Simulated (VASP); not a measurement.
# Pd (I4/mmm) in VASP: further runs, part 2 of 2

VASP 6.6.1. Earlier steps stand in the parts before.

### 3 Electric field gradients, PBE (x and y stretched by +4 %, z held, crystal datasets)

The input, INCAR:

```
PREC = Accurate
ENCUT = 520
EDIFF = 1E-8
ISMEAR = -1
SIGMA = 0.05
LREAL = F
LASPH = T
NELM = 100
ALGO = Normal
ISIF = 2
LWAVE = F
LCHARG = F
GGA = PE
LEFG = T
NBANDS = 11
```

The input, KPOINTS:

```
regular mesh
0
Gamma
  18 18 18
```

The input, POSCAR:

```
Pd
1.0
    0.0000000000      2.0226960000      1.9449000000
    2.0226960000      0.0000000000      1.9449000000
    2.0226960000      2.0226960000      0.0000000000
Pd
1
Direct
    0.0000000000      0.0000000000      0.0000000000
```

Potentials or basis: VASP PAW PBE potentials, release 64 (Pd).

Started as:

```
$ cat potpaw_PBE.64/Pd/POTCAR > POTCAR
$ mpirun -np 1 vasp_std > vasp.out
```

OUTCAR:

```text
PREC = Accurate
   ENCUT = 520
   EDIFF = 1E-8
   ISMEAR = -1
   LREAL = F
   LASPH = T
   NELM = 100
   ISIF = 2
   GGA = PE

 ion  position               nearest neighbor table
   1  0.000  0.000  0.000-

  LATTYP: Found a body centered tetragonal cell.
 ALAT       =     2.8605241158
 C/A-ratio  =     1.3598207331

  Lattice vectors:

 A1 = (   0.0000000000,  -2.0226960000,  -1.9449000000)
 A2 = (   0.0000000000,   2.0226960000,  -1.9449000000)
 A3 = (   2.0226960000,   0.0000000000,   1.9449000000)

Analysis of symmetry for initial positions (statically):
=====================================================================
 Subroutine PRICEL returns:
 Original cell was already a primitive cell.

 Routine SETGRP: Setting up the symmetry group for a
 body centered tetragonal supercell.

 Subroutine GETGRP returns: Found 16 space group operations
 (whereof 16 operations were pure point group operations)
 out of a pool of 16 trial point group operations.

The static configuration has the point symmetry D_4h.

Analysis of symmetry for dynamics (positions and initial velocities):
=====================================================================
 Subroutine PRICEL returns:
 Original cell was already a primitive cell.

 Routine SETGRP: Setting up the symmetry group for a
 body centered tetragonal supercell.

 Subroutine GETGRP returns: Found 16 space group operations
 (whereof 16 operations were pure point group operations)
 out of a pool of 16 trial point group operations.

The dynamic configuration has the point symmetry D_4h.

 Subroutine INISYM returns: Found 16 space group operations
 (whereof 16 operations are pure point group operations),
 and found     1 'primitive' translations

----------------------------------------------------------------------------------------

                                     Primitive cell

  volume of cell :      15.9143

  direct lattice vectors                    reciprocal lattice vectors
     0.000000000  2.022696000  1.944900000    -0.247194833  0.247194833  0.257082626
     2.022696000  0.000000000  1.944900000     0.247194833 -0.247194833  0.257082626
     2.022696000  2.022696000  0.000000000     0.247194833  0.247194833 -0.257082626

  length of vectors
     2.806053299  2.806053299  2.860524116     0.433937839  0.433937839  0.433937839

  position of ions in fractional coordinates (direct lattice)
     0.000000000  0.000000000  0.000000000

  ion indices of the primitive-cell ions
   primitive index   ion index
                 1           1

----------------------------------------------------------------------------------------

 KPOINTS: regular mesh

Automatic generation of k-mesh.
 Grid dimensions read from file:
 generate k-points for:   18   18   18

 Generating k-lattice:

  Cartesian coordinates                     Fractional coordinates (reciprocal lattice)
    -0.013733046  0.013733046  0.014282368     0.055555556  0.000000000  0.000000000
     0.013733046 -0.013733046  0.014282368     0.000000000  0.055555556  0.000000000
[... 66 lines left out ...]
   POTIM  = 0.5000    time-step for ionic-motion
   TEBEG  =    0.0;   TEEND  =   0.0 temperature during run
   PSTRESS=    0.0 pullay stress
   NELECT =      10.0000    total number of electrons
   NUPDOWN=      -1.0000    fix difference up-down
   EMIN   =  10.00;   EMAX   =-10.00  energy-range for DOS
   EFERMI =   0.00;   METHOD = LEGACY
   ISMEAR =    -1;   SIGMA  =   0.05  broadening in eV -4-tet -1-fermi 0-gaus
   EFERMI_NEDOS =   21; number of points for ismear=-14 and -15
   IALGO  =     38    algorithm
   IMIX   =      4    mixing-type and parameters
     AMIX     =   0.40;   BMIX     =  1.00
     AMIX_MAG =   1.60;   BMIX_MAG =  1.00
  volume/ion in A,a.u.               =      15.91       107.40
  Fermi-wavevector in a.u.,A,eV,Ry     =   1.402207  2.649786 26.751547  1.966183
  Thomas-Fermi vector in A             =   2.524991
   LORBIT       =      0    0 simple, 1 ext, 2 COOP (PROOUT), +10 PAW based schemes
   GGA     = PE    functional components
   LHFCALC =     F    Hartree Fock is set to
   AEXX    =    0.0000 exact exchange contribution
   IVDW    =     0    specifies the selected vdW correction
   LEPSILON=     F    determine dielectric tensor
   LRPA    =     F    only Hartree local field effects (RPA)
 non-spin polarized calculation
  energy-cutoff  :      520.00
  volume of cell :       15.91
 maximum number of plane-waves:       443
 NGX is ok and might be reduce to    24
   NGX = 11   NGY = 11   NGZ = 11

 number of electron      10.0000002 magnetization

 Free energy of the ion-electron system (eV)
  ---------------------------------------------------
  ext. energy  EPLUGINS =         0.00000000
  ---------------------------------------------------
  free energy    TOTEN  =        -5.21598264 eV

  energy without entropy =       -5.19621239  energy(sigma->0) =       -5.20609751

 E-fermi :   8.5484     XC(G=0): -12.7153

 val. band max:        8.5466534551   @ k =  -0.3333   0.3889   0.2222
 cond. band min:       8.5508840377   @ k =  -0.3889   0.3889   0.0556
 fundamental gap:      0.0042305826
 Fermi energy:         8.5483630660

 k-point     1 :       0.0000    0.0000    0.0000
  band No.  band energies     occupation
      1       1.9865      2.00000
      2       5.9395      2.00000
      3       5.9395      2.00000
      4       6.2603      2.00000
      5       7.2926      2.00000
      6       7.6165      2.00000
      7      25.7064      0.00000
      8      29.7612      0.00000
      9      29.7612      0.00000
     10      30.5761      0.00000
     11      34.8131      0.00000
[... 309 lines left out ...]
 k-point    24 :      -0.2222    0.0556    0.0000
  band No.  band energies     occupation
      1       3.6053      2.00000
      2       5.8392      2.00000
      3       6.2314      2.00000
      4       6.4722      2.00000
      5       7.3052      2.00000
      6       7.8703      2.00000
      7      22.9318      0.00000
      8      26.6174      0.00000
      9      29.9720      0.00000
     10      32.2990      0.00000
     11      32.3233      0.00000

 [... further k-points ...]
[... 5 lines left out ...]
  --------------------------------------------------------------------------------------
  -------------------------------------------------------------------------------------
  Total       -0.6342009     -0.6342009     -0.4982881      0.0000000     -0.0000000      0.0000000
  in kB      -63.8482439    -63.8482439    -50.1652032      0.0000000     -0.0000000      0.0000000
  external PRESSURE =     -59.2872303 kB  Pullay stress =       0.0000000 kB

 VOLUME and BASIS-vectors are now :
 -----------------------------------------------------------------------------
  energy-cutoff  :      520.00
  volume of cell :       15.91
      direct lattice vectors                 reciprocal lattice vectors
     0.000000000  2.022696000  1.944900000    -0.247194833  0.247194833  0.257082626
     2.022696000  0.000000000  1.944900000     0.247194833 -0.247194833  0.257082626
     2.022696000  2.022696000  0.000000000     0.247194833  0.247194833 -0.257082626

 POSITION                                       TOTAL-FORCE (eV/Angst)
 -----------------------------------------------------------------------------------
      0.00000      0.00000      0.00000        -0.000000      0.000000      0.000000
 -----------------------------------------------------------------------------------
    total drift:                               -0.000000      0.000000     -0.000000

  FREE ENERGIE OF THE ION-ELECTRON SYSTEM (eV)
  ---------------------------------------------------
  free  energy   TOTEN  =        -5.2159826365 eV

  energy  without entropy=       -5.1962123857  energy(sigma->0) =       -5.20609751

 Electric field gradients (V/A^2)
---------------------------------------------------------------------
 ion       V_xx      V_yy      V_zz      V_xy      V_xz      V_yz
---------------------------------------------------------------------
   1      -2.888    -2.888     5.775     0.000     0.000     0.000
---------------------------------------------------------------------

 Electric field gradients after diagonalization (V/A^2)
 (convention: |V_zz| > |V_xx| > |V_yy|)
----------------------------------------------------------------------
 ion       V_xx      V_yy      V_zz     asymmetry (V_yy - V_xx)/ V_zz
----------------------------------------------------------------------
   1      -2.888    -2.887     5.775       0.000
----------------------------------------------------------------------

           NMR quadrupolar parameters

 Cq : quadrupolar parameter    Cq=e*Q*V_zz/h
 eta: asymmetry parameters     (V_yy - V_xx)/ V_zz
 Q  : nuclear electric quadrupole moment in mb (millibarn)
----------------------------------------------------------------------
 ion       Cq(MHz)       eta       Q (mb)
----------------------------------------------------------------------
   1       0.014       0.000       1.000
----------------------------------------------------------------------
```

OSZICAR:

```text
N       E                     dE             d eps       ncg     rms          rms(c)
DAV:   1     0.426212238574E+02    0.42621E+02   -0.51413E+03 10600   0.846E+02
DAV:   2    -0.488619008401E+01   -0.47507E+02   -0.45871E+02 11907   0.180E+02
DAV:   3    -0.547119831128E+01   -0.58501E+00   -0.58196E+00 12569   0.214E+01
DAV:   4    -0.547414822937E+01   -0.29499E-02   -0.29495E-02 12465   0.162E+00
DAV:   5    -0.547418520814E+01   -0.36979E-04   -0.36978E-04 13706   0.161E-01    0.624E+00
DAV:   6    -0.522505024285E+01    0.24913E+00   -0.11685E+00 12810   0.854E+00    0.304E+00
DAV:   7    -0.521870045625E+01    0.63498E-02   -0.51050E-03 12968   0.617E-01    0.168E+00
DAV:   8    -0.521597702491E+01    0.27234E-02   -0.88240E-04 13037   0.200E-01    0.406E-02
DAV:   9    -0.521597956658E+01   -0.25417E-05   -0.12868E-05 13459   0.315E-02    0.144E-02
DAV:  10    -0.521598293295E+01   -0.33664E-05   -0.16557E-06 12996   0.121E-02    0.359E-03
DAV:  11    -0.521598259084E+01    0.34211E-06   -0.55026E-08 14943   0.247E-03    0.824E-04
DAV:  12    -0.521598264879E+01   -0.57947E-07   -0.15100E-09  8744   0.363E-04    0.121E-04
DAV:  13    -0.521598263857E+01    0.10219E-07   -0.30214E-10  8013   0.154E-04    0.247E-05
DAV:  14    -0.521598263648E+01    0.20869E-08   -0.21180E-11  7686   0.457E-05
   1 F= -.52159826E+01 E0= -.52060975E+01  d E =-.197703E-01
```

Wall time 93 s (1 thread of AMD EPYC 7R13 (Zen 3), shared host); peak memory 0.18 GiB.

What came out:

```
Free energy            : -5.2160 eV
Pressure               : -5.9 GPa
Band gap on the k mesh : none (metal or under the smearing width)
```

Stress tensor (GPa, compression positive):
```
-6.38  0.00  0.00
 0.00 -6.38  0.00
 0.00  0.00 -5.02
```

Electric field gradients, principal values (V/Å²):
| atom | Vxx | Vyy | Vzz |
| --- | --- | --- | --- |
| 1 Pd | -2.887 | -2.888 | 5.775 |
